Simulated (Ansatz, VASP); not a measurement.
**Se in VASP and in Ansatz**

INCAR

```
  ALGO = Normal
  EDIFF = 1E-8
  ENCUT = 520
  GGA = PS
  ISIF = 2
  ISMEAR = -1
  LASPH = True
  LCHARG = False
  LEFG = True
  LREAL = False
  LWAVE = False
  NBANDS = 16
  NELM = 60
  PREC = Accurate
  SIGMA = 0.02
```

KPOINTS

```
k-points
0
Gamma
  8 8 6
```

The input POSCAR:

```
Se
1.0
    4.3551696776      0.0000000000      0.0000000000
   -2.1775848388      3.7716875786      0.0000000000
    0.0000000000      0.0000000000      5.0484390000
Se
3
Direct
    0.2170000000      0.0000000000      0.1666666667
    0.0000000000      0.2170000000      0.8333333333
    0.7830000000      0.7830000000      0.5000000000
```

Input for Ansatz:

```yaml
crystal:
  lattice:
    - [4.3551696776, 0.0, 0.0]
    - [-2.1775848388, 3.7716875786, 0.0]
    - [0.0, 0.0, 5.048439]
  atoms:
    - { symbol: Se, position: [0.217, 0.0, 0.1666666667] }
    - { symbol: Se, position: [0.0, 0.217, 0.8333333333] }
    - { symbol: Se, position: [0.783, 0.783, 0.5] }
kpoints:
  mp_grid: { grid: [8, 8, 6] }
scf:
  occupations: { method: fermi_dirac, width: 0.02 }
hamiltonian:
  xc: pbesol
  pseudopotentials: { kind: paw }
output:
  forces: true
  stress: true
  eigenvalues: true
  efg: { contact_densities: true }
  write_density: true
  write_potential: true
  elf: true
  volumetric_format: npy
```

Change from the starting cell: zz strain of +2 %, PAW files.

Alike in both runs: task electric field gradients; functional PBEsol; k mesh 8 × 8 × 6; occupations fermi-dirac, width 0.02 eV; no spin polarisation.

|  | VASP | Ansatz |
| --- | --- | --- |
| version | VASP 6.6.1 | Ansatz 0.2.0 |
| potentials or method | VASP PAW PBE potentials, release 64 (Se) | PAW with Ansatz's default frozen-core files, scalar-relativistic |
| plane-wave cutoff (eV) | 520 | 420 |
| valence electrons in the cell | 18 | 48 |

Ansatz gave:

- gap on the k mesh at the Fermi level (eV): 0.93
- pressure (GPa): 1.1
- largest component of the traceless stress (GPa): 0.48
- rms of the force components (eV/Å): 0.418
- Vzz of the field gradient on the site that differs most (V/Å²): -501.8

Q: Which values does VASP return?

A: gap on the k mesh at the Fermi level (eV): 0.92; pressure (GPa): 1.4; largest component of the traceless stress (GPa): 0.58; rms of the force components (eV/Å): 0.448; Vzz of the field gradient on the site that differs most (V/Å²): -483.1.

Atom by atom the forces differ by 0.030 eV/Å (rms over components). The two sets of potentials don't hold the same shells in valence.

Caveats: the PAW data sets were made with another functional, which shifts forces and pressure a little (VASP). A k mesh can miss the band edges.
